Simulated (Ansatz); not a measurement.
# ZnSe: the band gap up the ladder of functionals

One table from this session's results is given with a row withheld; the runs are named, their logs left out.

Code: Ansatz 0.2.0. PAW datasets, plane waves. Computed at 0 K without zero-point motion; spin polarisation is off.

## The system as given

The cell was relaxed beforehand with r2SCAN.

Space group F-43m (No. 216), cubic; conventional cell a = 5.665 Å, 22.72 Å³ an atom. Around Zn lie 4 Se at 2.45 Å; around Se lie 4 Zn at 2.45 Å.

Coordinates:

```cif
data_structure
_symmetry_space_group_name_H-M 'F-43m'
_symmetry_Int_Tables_number 216
_cell_length_a 5.6648
_cell_length_b 5.6648
_cell_length_c 5.6648
_cell_angle_alpha 90.000
_cell_angle_beta 90.000
_cell_angle_gamma 90.000
_cell_volume 181.79
loop_
_atom_site_label
_atom_site_type_symbol
_atom_site_symmetry_multiplicity
_atom_site_Wyckoff_symbol
_atom_site_fract_x
_atom_site_fract_y
_atom_site_fract_z
_atom_site_occupancy
Zn1 Zn 4 a 0.00000 0.00000 0.00000 1
Se1 Se 4 d 0.25000 0.25000 0.75000 1
```

Set-up of the first run:

Contents of input.yaml:

```yaml
crystal:
  lattice:
    - [0.0, 2.8324246721, 2.8324246721]
    - [2.8324246721, 0.0, 2.8324246721]
    - [2.8324246721, 2.8324246721, 0.0]
  atoms:
    - { symbol: Zn, position: [0.0, 0.0, 0.0] }
    - { symbol: Se, position: [0.25, 0.25, 0.25] }
kpoints:
  mp_grid: { grid: [8, 8, 8] }
  band_path:
    path:
      - [[0.0, 0.0, 0.0], [-0.5, -0.5, -2.068785057426e-34], [-0.375, -0.375, 0.25]]
      - [[-0.375, 2.640171199127e-17, 0.375], [0.0, 0.0, 0.0], [1.760114132751e-17, 1.760114132751e-17, 0.5], [-0.5, -0.25, 0.25], [-0.5, -0.5, -2.068785057426e-34]]
    npoints: 10
hamiltonian:
  xc: pbe
scf:
  occupations: { method: fermi_dirac, width: 0.02 }
  n_extra_bands: 4
output:
  forces: true
  stress: true
  eigenvalues: true
```

Run with:

```sh
ansatz run input.yaml --threads 2 --pin off --max-ram 2211MiB --backend cpu --events-out ev --progress --plain --runs-dir out
```

Among the steps run: PBE bands along the symmetry lines; r2SCAN at the same geometry; HSE06 at the same geometry; PBE+SOC at the same geometry; PBE0 at the same geometry; LDA; G0W0 on PBE; Quasiparticle levels, G0W0@PBE; DDH-PBE0 at the same geometry; HSE06+SOC; Single point with r2SCANh; Single point with LC-ωPBE.

One table of the session follows, with a row left open; its other results are not shown here.

| level | gap (eV) |
| --- | --- |
| PBE | 1.29 |
| r2SCAN | 1.87 |
| HSE06 | ? |
| PBE+SOC | 1.17 |
| PBE0 | 3.05 |
| LDA | 1.04 |
| G0W0@PBE (135 empty bands) | 2.31 |
| G0W0@PBE (336 empty bands) | 2.27 |
| DDH-PBE0 | 2.24 |
| HSE06+SOC | 2.30 |
| r2SCANh | 2.48 |
| LC-ωPBE | 6.95 |

**Question.** Estimate the row for HSE06.

As computed: gap (eV): 2.42. In the column «gap (eV)» it lies between G0W0@PBE (135 empty bands) (2.31) and r2SCANh (2.48).

Meshes: PBE 8×8×8, r2SCAN 8×8×8, HSE06 6×6×6, PBE+SOC 8×8×8, PBE0 6×6×6, LDA 8×8×8, DDH-PBE0 6×6×6, HSE06+SOC 4×4×4, r2SCANh 6×6×6, LC-ωPBE 6×6×6.

To keep in mind: Warnings in the runs' records: stress scf threshold loose, stress exchange threshold loose.
